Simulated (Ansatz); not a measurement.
Consider the ligand exchange at the Si–O bond: `C=C[SiH2]O[SiH3]` + `N=C(N)O` → `N/C(O)=N\[SiH3]` + `C=C[SiH2]O`.

Computed with Ansatz on PBE0-D4/def2-TZVP structures; ΔE is electronic, products minus reactants. CBS: MP2 limit from def2 TZ/QZ plus the TZ coupled-cluster correction, frozen cores. DFT in def2-TZVPP. B3LYP here is the variant with VWN-RPA as its local correlation; programs differ in this. One conformer a species, not always the lowest.

`C=C[SiH2]O[SiH3]`:

```xyz
13

C    -0.964    1.874   -0.330
C    -0.549    1.149   -1.364
Si    0.022   -0.607   -1.205
O    -0.053   -1.073    0.361
Si    0.766   -1.232    1.765
H    -1.293    2.904   -0.438
H    -0.995    1.466    0.676
H    -0.544    1.611   -2.351
H     1.421   -0.735   -1.701
H    -0.845   -1.513   -2.003
H     0.443   -2.549    2.367
H     2.231   -1.142    1.523
H     0.360   -0.152    2.701
```

`N=C(N)O`:

```xyz
8

N    -0.102   -0.422    1.303
C    -0.054    0.012    0.112
N    -0.125   -0.817   -0.968
O     0.035    1.301   -0.308
H    -0.109    0.322    1.992
H     0.013   -1.790   -0.762
H     0.258   -0.476   -1.832
H     0.084    1.871    0.464
```

`N/C(O)=N\[SiH3]`:

Z-matrix (Å, degrees):
```
Si
N 1 1.705
H 1 1.503 2 113.2
H 1 1.487 2 110.7 3 -120.3
H 1 1.485 2 109.8 3 119.9
C 2 1.268 1 129.8 3 10.1
O 6 1.347 2 120.9 1 -179.9
N 6 1.355 2 128.9 1 1.7
H 7 0.965 6 105.1 2 -0.3
H 8 1.004 6 118.2 2 -12.5
H 8 1.004 6 118.8 2 -168.1
```

`C=C[SiH2]O`:

Z-matrix (Å, degrees):
```
Si
C 1 1.857
O 1 1.649 2 111.4
H 1 1.491 2 108.7 3 122.7
H 1 1.484 2 111.0 3 -117.5
C 2 1.330 1 122.9 3 6.6
H 2 1.090 1 118.9 3 -173.1
H 3 0.958 1 117.3 2 72.7
H 6 1.087 2 121.4 1 0.7
H 6 1.086 2 122.4 1 -179.7
```

**Question.** Is it downhill or uphill in electronic energy at CCSD(T)/CBS, and by how much? (An estimate is asked.)

**Answer.** The calculation gave: Uphill: ΔE = +40.7 kJ/mol.

**Question.** What do these levels give: PBE0-D4, B3LYP-D4, ωB97X-V, B2PLYP, PBE0, B3LYP, HF/def2-TZVPP, SCS-MP2/def2-TZVPP, CCSD/def2-TZVPP, CCSD(T)/def2-TZVPP, HF/def2-QZVPP, MP2/CBS(def2)? (Estimate.)

**Answer.** Computed: PBE0-D4 31.8, B3LYP-D4 39.1, ωB97X-V 38.1, B2PLYP 39.1, PBE0 31.1, B3LYP 38.4, HF/def2-TZVPP 50.7, SCS-MP2/def2-TZVPP 42.5, CCSD/def2-TZVPP 43.1, CCSD(T)/def2-TZVPP 40.6, HF/def2-QZVPP 52.5, MP2/CBS(def2) 37.7 kJ/mol.

Largest T1 diagnostic among the species: 0.013.

In def2-TZVPP, CCSD(T) changes the Hartree–Fock value by −10.1 kJ/mol (the triples alone add −2.5 kJ/mol) and MP2 by −13.2 kJ/mol. From PBE to PBE0 (25 % exact exchange), in def2-TZVPP and without D4, ΔE moves by +3.5 kJ/mol.
